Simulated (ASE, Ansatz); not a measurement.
# Forces and charges in generalised stacking fault on (110) of a KCl-RbCl solid solution (80 atoms), part 2 of 2

Aim: energy, forces, charges and density of states of generalised stacking fault on (110) of a KCl-RbCl solid solution (80 atoms) at a fixed geometry.

Ansatz 0.2.0; Kohn-Sham DFT, PBE, PAW (set soft_2), plane waves.

The cell: 13 Rb, 40 Cl and 27 K. The host structure and its lattice constant were typed by rule, without a check against the phase diagram.

So far. Step 2 (Plane-wave single point): Forces differ by site in this geometry: K atoms with 7 neighbours bear 0.16 eV/Å on average, against 0.045 eV/Å for those with 8. Mean Löwdin charges: Cl -0.70, K +0.76, Rb +0.80 e (they miss 0.43 % of the electrons, so they add up to more than the cell's charge).

### Step 3. Local order

These statistics describe the geometry on which the runs were made.

Density 3.00 g/cm³, 24.80 Å³ an atom.

g(r), total and by pair (bins of 0.2 Å):

| r (Å) | total | Cl-Cl | Cl-K | Cl-Rb | K-K | K-Rb | Rb-Rb |
| --- | --- | --- | --- | --- | --- | --- | --- |
| 2.90 | 0.23 | 0.00 | 0.50 | 0.35 | 0.00 | 0.00 | 0.00 |
| 3.10 | 6.75 | 0.00 | 13.30 | 14.00 | 0.00 | 0.00 | 0.00 |
| 3.30 | 0.67 | 0.00 | 1.48 | 1.02 | 0.00 | 0.00 | 0.00 |
| 3.50 | 0.00 | 0.00 | 0.00 | 0.00 | 0.00 | 0.00 | 0.00 |
| 3.70 | 4.42 | 8.47 | 0.33 | 0.23 | 8.36 | 9.13 | 7.60 |
| 3.90 | 0.10 | 0.27 | 0.00 | 0.00 | 0.15 | 0.15 | 0.00 |
| 4.10 | 0.00 | 0.00 | 0.00 | 0.00 | 0.00 | 0.00 | 0.00 |
| 4.30 | 0.00 | 0.00 | 0.00 | 0.00 | 0.00 | 0.00 | 0.00 |
| 4.50 | 0.00 | 0.00 | 0.00 | 0.00 | 0.00 | 0.00 | 0.00 |
| 4.70 | 0.00 | 0.00 | 0.00 | 0.00 | 0.00 | 0.00 | 0.00 |
| 4.90 | 0.17 | 0.34 | 0.00 | 0.00 | 0.47 | 0.19 | 0.40 |
| 5.10 | 3.00 | 5.95 | 0.00 | 0.00 | 5.75 | 6.15 | 6.65 |
| 5.30 | 1.10 | 2.23 | 0.00 | 0.00 | 2.21 | 2.38 | 1.37 |
| 5.50 | 0.06 | 0.00 | 0.12 | 0.10 | 0.00 | 0.00 | 0.00 |
| 5.70 | 0.13 | 0.24 | 0.02 | 0.00 | 0.34 | 0.14 | 0.29 |
| 5.90 | 0.12 | 0.00 | 0.27 | 0.17 | 0.00 | 0.00 | 0.00 |
| 6.10 | 5.97 | 0.21 | 11.62 | 12.01 | 0.29 | 0.12 | 0.25 |
| 6.30 | 2.04 | 3.52 | 0.63 | 0.45 | 2.90 | 4.67 | 1.39 |
| 6.50 | 0.01 | 0.00 | 0.02 | 0.00 | 0.00 | 0.00 | 0.00 |
| 6.70 | 0.07 | 0.06 | 0.10 | 0.07 | 0.05 | 0.05 | 0.00 |
| 6.90 | 0.06 | 0.11 | 0.00 | 0.00 | 0.19 | 0.05 | 0.20 |
| 7.10 | 0.00 | 0.00 | 0.00 | 0.00 | 0.00 | 0.00 | 0.00 |
| 7.30 | 0.95 | 1.91 | 0.00 | 0.00 | 2.21 | 1.17 | 3.65 |
| 7.50 | 0.15 | 0.29 | 0.00 | 0.03 | 0.39 | 0.16 | 0.34 |
| 7.70 | 0.27 | 0.13 | 0.45 | 0.28 | 0.15 | 0.15 | 0.00 |
| 7.90 | 1.87 | 0.03 | 3.69 | 3.77 | 0.03 | 0.00 | 0.00 |

Bonds by pair of elements; cutoffs follow the first minimum of g(r), held within bounds set by covalent radii, and pairs that aren't listed don't count as bonded:

| pair A-B | cutoff (Å) | bonds | mean length (Å) | spread (Å) | shortest (Å) | B about A | A about B |
| --- | --- | --- | --- | --- | --- | --- | --- |
| Cl-K | 3.48 | 210 | 3.17 | 0.04 | 2.94 | 5.25 | 7.78 |
| Cl-Rb | 3.48 | 102 | 3.17 | 0.033 | 2.95 | 2.55 | 7.85 |

How many atoms have how many bonded neighbours:

| element | mean | 7 | 8 |
| --- | --- | --- | --- |
| Cl | 7.8 | 8 | 32 |
| K | 7.78 | 6 | 21 |
| Rb | 7.85 | 2 | 11 |

Bond angles, per cent of each kind in bins of 5°:

| angle (°) | Cl-K-Cl | K-Cl-Rb | K-Cl-K | Cl-Rb-Cl | Rb-Cl-Rb |
| --- | --- | --- | --- | --- | --- |
| 65–70 | 2.2 | 1.6 | 3.0 | 2.0 | 2.0 |
| 70–75 | 38.9 | 39.0 | 38.4 | 39.7 | 42.4 |
| 75–80 | 1.7 | 1.6 | 1.7 | 1.1 | 0.0 |
| 80–85 | 0.0 | 0.0 | 0.0 | 0.0 | 0.0 |
| 85–90 | 0.0 | 0.0 | 0.0 | 0.0 | 0.0 |
| 90–95 | 0.0 | 0.0 | 0.0 | 0.0 | 0.0 |
| 95–100 | 0.0 | 0.0 | 0.0 | 0.0 | 0.0 |
| 100–105 | 1.7 | 0.8 | 2.2 | 1.1 | 2.0 |
| 105–110 | 36.1 | 36.7 | 35.6 | 38.3 | 42.4 |
| 110–115 | 4.2 | 2.4 | 5.4 | 2.9 | 4.0 |
| 115–120 | 0.1 | 0.2 | 0.2 | 0.0 | 0.0 |
| 120–125 | 0.7 | 0.6 | 0.6 | 0.6 | 0.0 |
| 125–130 | 0.0 | 0.0 | 0.0 | 0.0 | 0.0 |
| 130–135 | 0.0 | 0.0 | 0.0 | 0.0 | 0.0 |
| 135–140 | 0.0 | 0.0 | 0.0 | 0.0 | 0.0 |
| 140–145 | 0.0 | 0.0 | 0.0 | 0.0 | 0.0 |
| 145–150 | 0.0 | 0.0 | 0.0 | 0.0 | 0.0 |
| 150–155 | 0.0 | 0.0 | 0.0 | 0.0 | 0.0 |
| 155–160 | 0.0 | 0.0 | 0.0 | 0.0 | 0.0 |
| 160–165 | 0.0 | 0.0 | 0.0 | 0.0 | 0.0 |
| 165–170 | 0.8 | 0.4 | 1.1 | 0.6 | 1.0 |
| 170–175 | 0.0 | 0.0 | 0.0 | 0.0 | 0.0 |
| 175–180 | 13.4 | 16.7 | 11.7 | 13.7 | 6.1 |

Bond angles (no mean is given where the spread exceeds 20°):

| angle | count | mean (°) | spread (°) |
| --- | --- | --- | --- |
| Cl-K-Cl | 714 | - | - |
| K-Cl-Rb | 502 | - | - |
| K-Cl-K | 463 | - | - |
| Cl-Rb-Cl | 350 | - | - |
| Rb-Cl-Rb | 99 | - | - |

Bond length by coordination (bonds to H left out):

| element | coordination | atoms | mean bond length (Å) |
| --- | --- | --- | --- |
| Cl | 7 | 8 | 3.15 |
| Cl | 8 | 32 | 3.18 |
| K | 7 | 6 | 3.15 |
| K | 8 | 21 | 3.18 |
| Rb | 7 | 2 | 3.14 |
| Rb | 8 | 11 | 3.18 |

For some of the pairs, g(r) has its first main peak near 3.68 Å (Cl-Cl), 3.18 Å (Cl-K), 3.18 Å (Cl-Rb), 3.68 Å (K-K), 3.68 Å (K-Rb) and 3.68 Å (Rb-Rb). By these cutoffs 80 % of Cl atoms have 8, 78 % of K atoms have 8 and 85 % of Rb atoms have 8 bonded neighbours.

A closer look about K17, which has 7 bonded neighbours where the commonest count for K is 8: 8 atoms, nearest first, numbered in the order of the input, with positions taken from that point.

| atom | x | y | z | distance (Å) | bonds | Löwdin charge (e) | Fx | Fy | Fz (eV/Å) |
| --- | --- | --- | --- | --- | --- | --- | --- | --- | --- |
| K17 | 0.00 | 0.00 | 0.00 | 0.00 | 7 | 0.76 | -0.046 | 0.018 | 0.072 |
| Cl78 | 1.23 | 0.01 | -2.71 | 2.97 | 7 | -0.70 | 0.117 | -0.138 | 0.074 |
| Cl8 | -1.80 | -2.59 | -0.01 | 3.15 | 7 | -0.70 | -0.057 | 0.151 | 0.072 |
| Cl20 | -1.82 | 0.01 | 2.59 | 3.16 | 8 | -0.70 | 0.125 | -0.119 | -0.130 |
| Cl4 | -1.81 | 2.60 | 0.01 | 3.17 | 7 | -0.70 | -0.061 | -0.109 | 0.184 |
| Cl18 | 1.84 | 0.02 | 2.59 | 3.18 | 8 | -0.70 | -0.140 | -0.133 | -0.167 |
| Cl6 | 1.86 | -2.59 | -0.01 | 3.19 | 7 | -0.70 | -0.186 | 0.208 | 0.082 |
| Cl2 | 1.84 | 2.62 | -0.01 | 3.20 | 7 | -0.70 | -0.247 | -0.174 | -0.047 |

The column of bonds counts only the pairs Cl-K within 3.48 Å, Cl-Rb within 3.48 Å; other neighbours, such as metal atoms beside each other in a compound, aren't counted, and periodic images can show an atom twice.

### Step 4. Outcome

- free energy per atom: -1591.5181 eV/atom
- density: 3 g/cm³
- pressure: 4.993 GPa
- r.m.s. force component: 0.1093 eV/Å
- gap (highest filled to lowest empty level): 5.574 eV
- wall time of the 1 DFT run: 40 s

In words: Between filled and empty levels lie 5.57 eV on the run's k-points; the mesh holds the band edges only if they fold onto it, so the gap at this level can be narrower or closed, while semilocal functionals tend to narrow gaps against experiment. Forces differ by site in this geometry: K atoms with 7 neighbours bear 0.16 eV/Å on average, against 0.045 eV/Å for those with 8. With the cutoffs above, 80 % of Cl atoms have 8, 78 % of K atoms have 8 and 85 % of Rb atoms have 8 bonded neighbours.

What to keep in mind: The geometry was built by rule, was displaced at random and isn't relaxed at this level: its force components are 0.11 eV/Å r.m.s. The pressure of 5.0 GPa shows the cell to be compressed for this functional.

[Hosts, paths, dates, database ids (printed as entryN), source tags and the programs' standing remarks are cut or masked in the printed files.]
